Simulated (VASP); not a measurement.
# TaC (Fm-3m) in VASP: further runs

Aim: see how the results for TaC move with the level of theory and the settings. Levels: r2SCAN, r2SCAN+rVV10. Tasks: relaxation of cell and atoms.

Program: VASP 6.6.1. These are calculated values, not measurements. Logs are shortened: lines on timing, memory, paths and dates and some standing lists are left out, and cuts for length are marked.

### 1 The crystal as given

The structure is cubic, space group Fm-3m (No. 225). The conventional cell has a = 4.468 Å, b = 4.468 Å, c = 4.468 Å, α = 90.00°, β = 90.00°, γ = 90.00°. Around Ta (site symmetry m-3m) lie 6 C at 2.23 Å. C (site symmetry m-3m) is surrounded by 6 Ta at 2.23 Å.

The cell is a database's computed one.

### 2 Relaxation of cell and atoms, r2SCAN

Input file INCAR:

```
SYSTEM = TaC
  PREC = Accurate
  ENCUT = 600
  EDIFF = 1E-7
  ISMEAR = 0
  SIGMA = 0.1
  LREAL = .FALSE.
  LASPH = .TRUE.
  NELM = 100
  ALGO = Normal
  ISIF = 3
  LWAVE = .FALSE.
  LCHARG = .FALSE.
  METAGGA = R2SCAN
  LMIXTAU = .TRUE.
  IBRION = 2
  NSW = 90
  EDIFFG = -0.005
```

Input file KPOINTS:

```
regular mesh
0
G
  16 16 16
  0 0 0
```

Input file POSCAR:

```
TaC
1.0
    0.0000000000      2.2338976900      2.2338976900
    2.2338976900      0.0000000000      2.2338976900
    2.2338976900      2.2338976900      0.0000000000
Ta C
1 1
Direct
    0.0000000000      0.0000000000      0.0000000000
    0.5000000000      0.5000000000      0.5000000000
```

Potentials or basis: VASP PAW PBE potentials, release 64 (Ta_pv, C).

The run is started by

```sh
> cat potpaw_PBE.64/Ta_pv/POTCAR potpaw_PBE.64/C/POTCAR > POTCAR
> mpirun -np 1 vasp_std > vasp.out
```

OUTCAR:

```text
SYSTEM = TaC
   PREC = Accurate
   ENCUT = 600
   EDIFF = 1E-7
   ISMEAR = 0
   LREAL = .FALSE.
   LASPH = .TRUE.
   NELM = 100
   ISIF = 3
   METAGGA = R2SCAN
   IBRION = 2
   NSW = 90
   EDIFFG = -0.005

 ion  position               nearest neighbor table
   1  0.000  0.000  0.000-   2 2.23   2 2.23   2 2.23   2 2.23   2 2.23   2 2.23
   2  0.500  0.500  0.500-   1 2.23   1 2.23   1 2.23   1 2.23   1 2.23   1 2.23

  LATTYP: Found a face centered cubic cell.
 ALAT       =     4.4677953800

  Lattice vectors:

 A1 = (   0.0000000000,   2.2338976900,   2.2338976900)
 A2 = (   2.2338976900,   0.0000000000,   2.2338976900)
 A3 = (   2.2338976900,   2.2338976900,   0.0000000000)

Analysis of symmetry for initial positions (statically):
=====================================================================
 Subroutine PRICEL returns:
 Original cell was already a primitive cell.

 Routine SETGRP: Setting up the symmetry group for a
 face centered cubic supercell.

 Subroutine GETGRP returns: Found 48 space group operations
 (whereof 48 operations were pure point group operations)
 out of a pool of 48 trial point group operations.

The static configuration has the point symmetry O_h .

Analysis of symmetry for dynamics (positions and initial velocities):
=====================================================================
 Subroutine PRICEL returns:
 Original cell was already a primitive cell.

 Routine SETGRP: Setting up the symmetry group for a
 face centered cubic supercell.

 Subroutine GETGRP returns: Found 48 space group operations
 (whereof 48 operations were pure point group operations)
 out of a pool of 48 trial point group operations.

The dynamic configuration has the point symmetry O_h .

 Subroutine INISYM returns: Found 48 space group operations
 (whereof 48 operations are pure point group operations),
 and found     1 'primitive' translations

----------------------------------------------------------------------------------------

                                     Primitive cell

  volume of cell :      22.2956

  direct lattice vectors                    reciprocal lattice vectors
     0.000000000  2.233897690  2.233897690    -0.223824037  0.223824037  0.223824037
     2.233897690  0.000000000  2.233897690     0.223824037 -0.223824037  0.223824037
     2.233897690  2.233897690  0.000000000     0.223824037  0.223824037 -0.223824037

  length of vectors
     3.159208410  3.159208410  3.159208410     0.387674605  0.387674605  0.387674605

  position of ions in fractional coordinates (direct lattice)
     0.000000000  0.000000000  0.000000000
     0.500000000  0.500000000  0.500000000

  ion indices of the primitive-cell ions
   primitive index   ion index
                 1           1
                 2           2

----------------------------------------------------------------------------------------

 KPOINTS: regular mesh

Automatic generation of k-mesh.
 Grid dimensions read from file:
 generate k-points for:   16   16   16

 Generating k-lattice:

  Cartesian coordinates                     Fractional coordinates (reciprocal lattice)
    -0.013989002  0.013989002  0.013989002     0.062500000  0.000000000  0.000000000
     0.013989002 -0.013989002  0.013989002     0.000000000  0.062500000  0.000000000
     0.013989002  0.013989002 -0.013989002     0.000000000  0.000000000  0.062500000

  Length of vectors
     0.024229663  0.024229663  0.024229663

  Shift w.r.t. Gamma in fractional coordinates (k-lattice)
     0.000000000  0.000000000  0.000000000

 Subroutine IBZKPT returns following result:
 ===========================================

 Found    145 irreducible k-points:

 Following reciprocal coordinates:
            Coordinates               Weight
  0.000000  0.000000  0.000000      1.000000
  0.062500  0.000000  0.000000      8.000000
  0.125000  0.000000  0.000000      8.000000
  0.187500  0.000000  0.000000      8.000000
  0.250000  0.000000  0.000000      8.000000
  0.312500  0.000000  0.000000      8.000000
[... 16 lines left out ...]
 -0.125000  0.062500  0.000000     24.000000
 -0.062500  0.062500  0.000000     12.000000
 [... further k-points ...]
   k-points           NKPTS =    145   k-points in BZ     NKDIM =    145   number of bands    NBANDS=     11
   number of dos      NEDOS =    301   number of ions     NIONS =      2
   total plane-waves  NPLWV =  21952
   dimension x,y,z NGX =    28 NGY =   28 NGZ =   28
   dimension x,y,z NGXF=    56 NGYF=   56 NGZF=   56
   ions per type =               1   1
   NGX,Y,Z   is equivalent  to a cutoff of  14.73, 14.73, 14.73 a.u.
   NGXF,Y,Z  is equivalent  to a cutoff of  29.47, 29.47, 29.47 a.u.
 SYSTEM =  TaC
   PREC   = accura    normal or accurate (medium, high low for compatibility)
   ISTART =      0    job   : 0-new  1-cont  2-samecut
   ICHARG =      2    charge: 1-file 2-atom 10-const
   ISPIN  =      1    spin polarized calculation?
   LNONCOLLINEAR =      F non collinear calculations
   LSORBIT =      F    spin-orbit coupling
   LASPH  =      T    aspherical Exc in radial PAW
   ENCUT  =  600.0 eV  44.10 Ry    6.64 a.u.   6.31  6.31  6.31*2*pi/ulx,y,z
   NELM   =    100;   NELMIN=  2; NELMDL= -5     # of ELM steps
   EDIFF  = 0.1E-06   stopping-criterion for ELM
   LREAL  =      F    real-space projection
   EDIFFG = -.5E-02   stopping-criterion for IOM
   NSW    =     90    number of steps for IOM
   IBRION =      2    ionic relax: 0-MD 1-quasi-New 2-CG
   NFREE  =      1    steps in history (QN), initial steepest desc. (CG)
   ISIF   =      3    stress and relaxation
   ISYM   =      2    0-nonsym 1-usesym 2-fastsym
   POTIM  = 0.5000    time-step for ionic-motion
   TEBEG  =    0.0;   TEEND  =   0.0 temperature during run
   PSTRESS=    0.0 pullay stress
   NELECT =      15.0000    total number of electrons
   NUPDOWN=      -1.0000    fix difference up-down
   EMIN   =  10.00;   EMAX   =-10.00  energy-range for DOS
   EFERMI =   0.00;   METHOD = LEGACY
   ISMEAR =     0;   SIGMA  =   0.10  broadening in eV -4-tet -1-fermi 0-gaus
   EFERMI_NEDOS =   21; number of points for ismear=-14 and -15
   IALGO  =     38    algorithm
   IMIX   =      4    mixing-type and parameters
     AMIX     =   0.40;   BMIX     =  1.00
     AMIX_MAG =   1.60;   BMIX_MAG =  1.00
  volume/ion in A,a.u.               =      11.15        75.23
  Fermi-wavevector in a.u.,A,eV,Ry     =   1.434494  2.710800 27.997689  2.057772
  Thomas-Fermi vector in A             =   2.553896
   LORBIT       =      0    0 simple, 1 ext, 2 COOP (PROOUT), +10 PAW based schemes
   METAGGA = R2SCAN    functional components
   LHFCALC =     F    Hartree Fock is set to
   AEXX    =    0.0000 exact exchange contribution
   IVDW    =     0    specifies the selected vdW correction
   LEPSILON=     F    determine dielectric tensor
   LRPA    =     F    only Hartree local field effects (RPA)
 conjugate gradient relaxation of ions
 non-spin polarized calculation
 Gauss-broadening in eV      SIGMA  =   0.10
  energy-cutoff  :      600.00
  volume of cell :       22.30
 maximum number of plane-waves:       757
 NGX is ok and might be reduce to    28

--------------------------------------- Ionic step        1  -------------------------------------------

 number of electron      15.0000000 magnetization

 Free energy of the ion-electron system (eV)
  ---------------------------------------------------
  ext. energy  EPLUGINS =         0.00000000
  ---------------------------------------------------
  free energy    TOTEN  =       -59.86651959 eV

  energy without entropy =      -59.86470443  energy(sigma->0) =      -59.86561201

------------------------ aborting loop because EDIFF is reached ----------------------------------------

  FORCE on cell =-STRESS in cart. coord.  units (eV):
  Direction    XX          YY          ZZ          XY          YZ          ZX
  --------------------------------------------------------------------------------------
  -------------------------------------------------------------------------------------
  Total       -0.0278363     -0.0278363     -0.0278363     -0.0000000      0.0000000      0.0000000
  in kB       -2.0003362     -2.0003362     -2.0003362     -0.0000000      0.0000000      0.0000000
  external PRESSURE =      -2.0003362 kB  Pullay stress =       0.0000000 kB

 VOLUME and BASIS-vectors are now :
 -----------------------------------------------------------------------------
  energy-cutoff  :      600.00
  volume of cell :       22.30
      direct lattice vectors                 reciprocal lattice vectors
     0.000000000  2.233897690  2.233897690    -0.223824037  0.223824037  0.223824037
     2.233897690  0.000000000  2.233897690     0.223824037 -0.223824037  0.223824037
     2.233897690  2.233897690  0.000000000     0.223824037  0.223824037 -0.223824037
[... 37 lines left out ...]
 POSITION                                       TOTAL-FORCE (eV/Angst)
 -----------------------------------------------------------------------------------
      0.00000      0.00000      0.00000        -0.000000      0.000000     -0.000000
      2.23240      2.23240      2.23240         0.000000     -0.000000      0.000000
 -----------------------------------------------------------------------------------
    total drift:                                0.000000      0.000000      0.000000

  FREE ENERGIE OF THE ION-ELECTRON SYSTEM (eV)
  ---------------------------------------------------
  free  energy   TOTEN  =       -59.8664823869 eV

  energy  without entropy=      -59.8646712658  energy(sigma->0) =      -59.86557683

--------------------------------------- Ionic step        3  -------------------------------------------

 number of electron      15.0000000 magnetization

 Free energy of the ion-electron system (eV)
  ---------------------------------------------------
  ext. energy  EPLUGINS =         0.00000000
  ---------------------------------------------------
  free energy    TOTEN  =       -59.86652856 eV

  energy without entropy =      -59.86471469  energy(sigma->0) =      -59.86562162

 E-fermi :   8.3614     XC(G=0): -14.1981

 val. band max:        8.3510915610   @ k =   0.1250   0.0625   0.0000
 cond. band min:       8.4342484327   @ k =   0.0625   0.0625   0.0000
 fundamental gap:      0.0831568717
 Fermi energy:         8.3613847057

 k-point     1 :       0.0000    0.0000    0.0000
  band No.  band energies     occupation
      1     -28.0824      2.00000
      2     -28.0824      2.00000
      3     -28.0824      2.00000
      4      -7.3131      2.00000
      5       7.0400      2.00000
      6       7.0400      2.00000
      7       7.0400      2.00000
      8       7.7720      2.00000
      9       7.7720      2.00000
     10       7.7720      2.00000
     11       8.9713      0.00000

 k-point     2 :       0.0625    0.0000    0.0000
  band No.  band energies     occupation
      1     -28.1116      2.00000
      2     -28.0852      2.00000
      3     -28.0852      2.00000
      4      -7.2006      2.00000
      5       6.3582      2.00000
      6       6.6932      2.00000
      7       6.6932      2.00000
      8       7.4761      2.00000
      9       7.4761      2.00000
     10       8.2096      1.96813
     11       9.8407      0.00000
[... 295 lines left out ...]
 k-point    24 :      -0.0625    0.0625    0.0000
  band No.  band energies     occupation
      1     -28.1519      2.00000
      2     -28.1018      2.00000
      3     -28.0844      2.00000
      4      -7.0172      2.00000
      5       5.7630      2.00000
      6       6.0241      2.00000
      7       6.0567      2.00000
      8       7.2139      2.00000
      9       8.0956      1.99983
     10       8.6634      0.00002
     11       9.9837      0.00000

 [... further k-points ...]

------------------------ aborting loop because EDIFF is reached ----------------------------------------

  FORCE on cell =-STRESS in cart. coord.  units (eV):
  Direction    XX          YY          ZZ          XY          YZ          ZX
  --------------------------------------------------------------------------------------
  -------------------------------------------------------------------------------------
  Total        0.0010610      0.0010610      0.0010610      0.0000000      0.0000000      0.0000000
  in kB        0.0762935      0.0762935      0.0762935      0.0000000      0.0000000      0.0000000
  external PRESSURE =       0.0762935 kB  Pullay stress =       0.0000000 kB

 VOLUME and BASIS-vectors are now :
 -----------------------------------------------------------------------------
  energy-cutoff  :      600.00
  volume of cell :       22.28
      direct lattice vectors                 reciprocal lattice vectors
    -0.000000000  2.233437007  2.233437007    -0.223870205  0.223870205  0.223870205
     2.233437007  0.000000000  2.233437007     0.223870205 -0.223870205  0.223870205
     2.233437007  2.233437007  0.000000000     0.223870205  0.223870205 -0.223870205

 POSITION                                       TOTAL-FORCE (eV/Angst)
 -----------------------------------------------------------------------------------
      0.00000      0.00000      0.00000         0.000000      0.000000      0.000000
      2.23344      2.23344      2.23344        -0.000000     -0.000000     -0.000000
 -----------------------------------------------------------------------------------
    total drift:                                0.000000      0.000000      0.000000

  FREE ENERGIE OF THE ION-ELECTRON SYSTEM (eV)
  ---------------------------------------------------
  free  energy   TOTEN  =       -59.8665285564 eV

  energy  without entropy=      -59.8647146888  energy(sigma->0) =      -59.86562162

 reached required accuracy - stopping structural energy minimisation
```

Wall time 6.3 min (1 thread of Intel Xeon Platinum 8559C (Emerald Rapids), shared host); peak memory 0.21 GiB.

Results:

- Free energy: -59.8665 eV
- Relaxed volume: 11.14 Å³/atom
- Relaxed cell: a = 3.159 Å, b = 3.159 Å, c = 3.159 Å, α = 60.00°, β = 60.00°, γ = 60.00°
- Space group after relaxing (to 0.05 Å): Fm-3m (No. 225)
- Energy gained by relaxing: 0.0 meV/atom
- Ionic steps: 3
- Pressure after relaxing: 0.0 GPa
- Band gap on the k mesh: none (metal or under the smearing width)

Final structure:
```yaml
crystal:
  lattice:
    - [0.00000, 2.23344, 2.23344]
    - [2.23344, 0.00000, 2.23344]
    - [2.23344, 2.23344, 0.00000]
  atoms:
    - { symbol: Ta, position: [0.00000, 0.00000, 0.00000] }
    - { symbol: C, position: [0.50000, 0.50000, 0.50000] }
```

Caveat: the PAW data sets were made with another functional, which shifts forces and pressure a little. Spin-orbit coupling is left out, which matters for the levels of Ta.

### 3 Relaxation of cell and atoms, r2SCAN+rVV10

INCAR, as its differences from that of step 2:

```diff
@@ -15,2 +15,6 @@
   LMIXTAU = .TRUE.
+  LUSE_VDW = .TRUE.
+  IVDW_NL = 2
+  BPARAM = 11.95
+  CPARAM = 0.0093
   IBRION = 2
```

KPOINTS is that of step 2.

POSCAR is that of step 2.

Potentials or basis: VASP PAW PBE potentials, release 64 (Ta_pv, C).

The run is started by

```sh
> cat potpaw_PBE.64/Ta_pv/POTCAR potpaw_PBE.64/C/POTCAR > POTCAR
> mpirun -np 1 vasp_std > vasp.out
```

OUTCAR:

```text
SYSTEM = TaC
   PREC = Accurate
   ENCUT = 600
   EDIFF = 1E-7
   ISMEAR = 0
   LREAL = .FALSE.
   LASPH = .TRUE.
   NELM = 100
   ISIF = 3
   METAGGA = R2SCAN
   IVDW_NL = 2
   BPARAM = 11.95
   IBRION = 2
   NSW = 90
   EDIFFG = -0.005

 ion  position               nearest neighbor table
   1  0.000  0.000  0.000-   2 2.23   2 2.23   2 2.23   2 2.23   2 2.23   2 2.23
   2  0.500  0.500  0.500-   1 2.23   1 2.23   1 2.23   1 2.23   1 2.23   1 2.23

  LATTYP: Found a face centered cubic cell.
 ALAT       =     4.4677953800

  Lattice vectors:

 A1 = (   0.0000000000,   2.2338976900,   2.2338976900)
 A2 = (   2.2338976900,   0.0000000000,   2.2338976900)
 A3 = (   2.2338976900,   2.2338976900,   0.0000000000)

Analysis of symmetry for initial positions (statically):
=====================================================================
 Subroutine PRICEL returns:
 Original cell was already a primitive cell.

 Routine SETGRP: Setting up the symmetry group for a
 face centered cubic supercell.

 Subroutine GETGRP returns: Found 48 space group operations
 (whereof 48 operations were pure point group operations)
 out of a pool of 48 trial point group operations.

The static configuration has the point symmetry O_h .

[... 235 lines left out ...]
--------------------------------------- Ionic step        3  -------------------------------------------

 number of electron      15.0000000 magnetization

 Free energy of the ion-electron system (eV)
  ---------------------------------------------------
  ext. energy  EPLUGINS =         0.00000000
  ---------------------------------------------------
  free energy    TOTEN  =       -59.67537325 eV

  energy without entropy =      -59.67358496  energy(sigma->0) =      -59.67447910

 E-fermi :   8.3882     XC(G=0): -14.2401

 val. band max:        8.3807733362   @ k =   0.1250   0.0625   0.0000
 cond. band min:       8.4636641419   @ k =   0.0625   0.0625   0.0000
 fundamental gap:      0.0828908057
 Fermi energy:         8.3882026766

 k-point     1 :       0.0000    0.0000    0.0000
  band No.  band energies     occupation
      1     -28.0204      2.00000
      2     -28.0204      2.00000
      3     -28.0204      2.00000
      4      -7.3177      2.00000
      5       7.0584      2.00000
      6       7.0584      2.00000
      7       7.0584      2.00000
      8       7.8010      2.00000
      9       7.8010      2.00000
     10       7.8010      2.00000
     11       9.0089      0.00000
[... 309 lines left out ...]
 k-point    24 :      -0.0625    0.0625    0.0000
  band No.  band energies     occupation
      1     -28.0912      2.00000
      2     -28.0402      2.00000
      3     -28.0225      2.00000
      4      -7.0197      2.00000
      5       5.7825      2.00000
      6       6.0400      2.00000
      7       6.0799      2.00000
      8       7.2332      2.00000
      9       8.1230      1.99982
     10       8.6933      0.00002
     11      10.0249      0.00000

 [... further k-points ...]

------------------------ aborting loop because EDIFF is reached ----------------------------------------

  FORCE on cell =-STRESS in cart. coord.  units (eV):
  Direction    XX          YY          ZZ          XY          YZ          ZX
  --------------------------------------------------------------------------------------
  -------------------------------------------------------------------------------------
  Total        0.0003902      0.0003902      0.0003902      0.0000000      0.0000000      0.0000000
  in kB        0.0281563      0.0281563      0.0281563      0.0000000      0.0000000      0.0000000
  external PRESSURE =       0.0281563 kB  Pullay stress =       0.0000000 kB
[... 17 lines left out ...]
  FREE ENERGIE OF THE ION-ELECTRON SYSTEM (eV)
  ---------------------------------------------------
  free  energy   TOTEN  =       -59.6753732469 eV

  energy  without entropy=      -59.6735849569  energy(sigma->0) =      -59.67447910

 reached required accuracy - stopping structural energy minimisation
```

Run time: 9.1 min. Hardware: 1 thread of Intel Xeon Platinum 8559C (Emerald Rapids), shared host; peak memory 0.33 GiB.

Results:

```
Free energy                            : -59.6754 eV
Relaxed volume                         : 11.10 Å³/atom
Relaxed cell                           : a = 3.155 Å, b = 3.155 Å, c = 3.155 Å, α = 60.00°, β = 60.00°, γ = 60.00°
Space group after relaxing (to 0.05 Å) : Fm-3m (No. 225)
Energy gained by relaxing              : 0.2 meV/atom
Ionic steps                            : 3
Pressure after relaxing                : 0.0 GPa
Band gap on the k mesh                 : none (metal or under the smearing width)
```

Step by step:
```tsv
step	energy change (eV)	largest force (eV/Å)	pressure (GPa)	volume (Å³)
1	0.0000	0.0000	-1.41	22.30
2	0.0020	0.0000	3.51	21.98
3	-0.0004	0.0000	0.00	22.20
```

Final structure:
```
CELL_PARAMETERS angstrom
0.00000 2.23079 2.23079
2.23079 0.00000 2.23079
2.23079 2.23079 0.00000
ATOMIC_POSITIONS crystal
Ta 0.00000 0.00000 0.00000
C 0.50000 0.50000 0.50000
```

Caveat: the PAW data sets were made with another functional, which shifts forces and pressure a little. The run has no spin-orbit coupling, so splittings on Ta are missing.
